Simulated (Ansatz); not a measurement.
**N started on a C site in diamond, 128 atoms, charge 0**

All numbers come from Ansatz (PAW, plane waves, no spin–orbit coupling) at the single k point (¼, ¼, ¼) without its symmetry partners. The atoms were relaxed with PBEsol in a fixed cell; other functionals are single points on those atoms unless said otherwise. The valence top and gap of the host come from its small cell on a dense mesh, with the band extrema sought between the mesh points, lined up by the mean potential, PBEsol gap 4.03 eV, HSE06 gap 5.31 eV.

Cell: a = 10.052 Å, b = 10.052 Å, c = 10.052 Å, α = 60.00°, β = 60.00°, γ = 60.00°.

Nearest atoms after relaxation, from the placed atom (for vacancies from the middle of the vacant sites): C at 1.47 Å, C at 1.47 Å, C at 1.47 Å, C at 1.99 Å, C at 2.37 Å, C at 2.37 Å, C at 2.37 Å, C at 2.50 Å.

Chemical potentials μ are those of reference phases of the elements at zero temperature by the same functional (the usual solids, diamond for C, grey Sn, and the molecules H2, N2, O2, F2, Cl2, Br2 and S8).

```
functional  E(defect) − E(host) − Σ nμ + q·E_VBM (eV)  monopole (eV)  alignment (eV)  formation energy at E_F = VBM (eV)  moment (μB)             wall time, shared host
    PBEsol                                       3.53           0.00            0.00                                3.53          1.0  22 s on NVIDIA GB300 (relaxation)
     HSE06                                       3.98           0.00            0.00                                3.98          1.0               46 s on NVIDIA GB300
```

HSE06 one-electron levels near the gap (the ten most localised at most), from the host's valence top:

```
level (eV)  spin  filling  atoms sharing it  element of the atom with most weight
     -0.29    up     1.00             125.6                                spread
     -0.29  down     1.00             125.8                                spread
     -0.21    up     1.00             117.7                                spread
     -0.15  down     1.00              93.9                                spread
      2.36    up     1.00               4.5                                     C
      4.85  down     0.00               8.2                                     C
```

One k point and a cell of this size can leave errors of several tenths of an eV in such numbers.

Nitrogen keeps three short bonds to carbon, while the fourth contact stretches to 1.99 Å and is at most weakly bonding. This is the familiar off-centre distortion of substitutional nitrogen in diamond. Nitrogen brings one electron more than the lattice bonds can hold; placing it in a N–C antibonding orbital weakens one bond, leaving essentially a lone pair on nitrogen and an unpaired electron largely on the opposite carbon. The moment of 1.0 μB and the carbon-weighted, localised occupied level at 2.36 eV fit this picture. Exchange within so compact an orbital helps push its empty spin partner up to 4.85 eV.

The occupied level near mid-gap marks a deep centre rather than a shallow, hydrogen-like donor, but it isn't the thermal donor level. Ionisation removes the antibonding electron and lets nitrogen move back towards the lattice site, and that relaxation energy brings the thermal level closer to the conduction band. Locating it would require the relaxed positive charge state.
